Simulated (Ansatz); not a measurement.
# P: the cost of one run

Computed with Ansatz 0.2.0 (DFT PBE, scalar-relativistic, plane waves, PAW, unless a step names another level, unless a step's input says otherwise).

## 1. The structure to begin with

The structure is tetragonal, space group I-42d (No. 122). Conventional cell: a = 7.878 Å, b = 7.878 Å, c = 6.438 Å, α = 90.00°, β = 90.00°, γ = 90.00°. Around P (site symmetry 1) lie 3 P at 2.25 to 2.26 Å.

As a file:

```
P
1.0
    -3.93905    3.93905    3.21916
     3.93905   -3.93905    3.21916
     3.93905    3.93905   -3.21916
P
8
Direct
  0.27679 0.40717 0.75050
  0.65667 0.52629 0.24950
  0.27629 0.90667 0.74950
  0.15717 0.52679 0.25050
  0.09333 0.84283 0.36962
  0.47321 0.72371 0.63038
  0.59283 0.34333 0.86962
  0.47371 0.72321 0.13038
```

The cell was relaxed beforehand at this level, from a generated guess; it is a trial structure. At a tolerance of 0.02 Å it has space group I-42d (No. 122); it has 24.97 Å³/atom, an uncorrected energy of +0.03 eV/atom over the standard state.

## 2. Static run: bands, density of states and charges

The input, input.yaml:

```yaml
crystal:
  lattice:
    - [-3.939049, 3.939049, 3.219162]
    - [3.939049, -3.939049, 3.219162]
    - [3.939049, 3.939049, -3.219162]
  atoms:
    - { symbol: P, position: [0.2767905, 0.4071735, 0.750503] }
    - { symbol: P, position: [0.6566705, 0.5262875, 0.249497] }
    - { symbol: P, position: [0.2762875, 0.9066705, 0.749497] }
    - { symbol: P, position: [0.1571735, 0.5267905, 0.250503] }
    - { symbol: P, position: [0.0933295, 0.8428265, 0.369617] }
    - { symbol: P, position: [0.4732095, 0.7237125, 0.630383] }
    - { symbol: P, position: [0.5928265, 0.3433295, 0.869617] }
    - { symbol: P, position: [0.4737125, 0.7232095, 0.130383] }
basis:
  ecutwfc: 420
kpoints:
  mp_grid: { grid: [6, 6, 6] }
  band_path:
    path:
      - [[0.0, 0.0, 0.0], [0.0, 0.0, 0.5], [-0.5, 0.5, 0.5], [0.0, 0.0, 0.0], [0.41697171, 0.41697171, -0.41697171]]
      - [[-0.41697171, 0.58302829, 0.41697171], [-0.5, 0.5, 0.5]]
      - [[0.0, 0.0, 0.5], [0.25, 0.25, 0.25], [0.0, 0.5, 0.0], [0.0, 0.0, 0.0]]
    npoints: 14
hamiltonian:
  xc: pbe
scf:
  occupations: { method: gaussian, width: 0.02 }
  n_extra_bands: 20
output:
  forces: true
  stress: true
  eigenvalues: true
  populations: true
  dos: { projected: true, de: 0.02, nscf_kmesh: { grid: [9, 9, 9] } }
  bader: true
  write_density: true
  write_potential: true
  elf: true
  volumetric_format: npy
```

Command:

```bash
ansatz run input.yaml --threads 4 --pin off --max-ram 8192MiB --backend cpu --events-out ev --progress --plain --runs-dir out
```

**Question.** How long does this run take on 4 threads of Intel Xeon 6975P-C (Granite Rapids), shared host, and how much memory does it need?

About 29 s, with a peak of 0.9 GiB.
